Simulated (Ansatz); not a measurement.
# KCl: the cost of one run

Computed with Ansatz 0.2.0 (reference: DFT, PBE, plane waves, PAW, unless a step's input says otherwise).

1 further run of the same task is left out (for a known fault of the program).

### Step 1. The structure to begin with

Symmetry: P6_3/mmc, No. 194, hexagonal system. Conventional cell: a = 5.344 Å, b = 5.344 Å, c = 6.239 Å, α = 90.00°, β = 90.00°, γ = 120.00°. Around K (site symmetry -6m2) lie 5 Cl at 3.09 to 3.12 Å. Around Cl (site symmetry -6m2) lie 5 K at 3.09 to 3.12 Å.

As a file:

```xyz
4
Lattice="5.3437 0.0000 0.0000 -2.6718 4.6278 0.0000 0.0000 0.0000 6.2391" Properties=species:S:1:pos:R:3 pbc="T T T"
K     0.0000    3.0852    1.5598
K     2.6718    1.5426    4.6793
Cl    2.6718    1.5426    1.5598
Cl    0.0000    3.0852    4.6793
```

### Step 2. Baseline

Contents of input.yaml:

```yaml
crystal:
  lattice:
    - [5.3436721751, 0.0, 0.0]
    - [-2.6718360875, 4.6277558531, 0.0]
    - [0.0, 0.0, 6.2390534]
  atoms:
    - { symbol: K, position: [0.3333333333, 0.6666666667, 0.25] }
    - { symbol: K, position: [0.6666666667, 0.3333333333, 0.75] }
    - { symbol: Cl, position: [0.6666666667, 0.3333333333, 0.25] }
    - { symbol: Cl, position: [0.3333333333, 0.6666666667, 0.75] }
kpoints:
  mp_grid: { grid: [6, 6, 4] }
hamiltonian:
  xc: pbe
scf:
  occupations: { method: fixed }
  n_extra_bands: 5
output:
  forces: true
  stress: true
  eigenvalues: true
```

Run with:

```bash
ansatz run input.yaml --threads 4 --pin off --max-ram 3686MiB --backend cpu --events-out ev --progress --plain --runs-dir out
```

Q: Estimate wall time and peak memory on 4 threads of Arm Neoverse N1, shared host.

About 2.2 s, with a peak of 0.42 GiB.
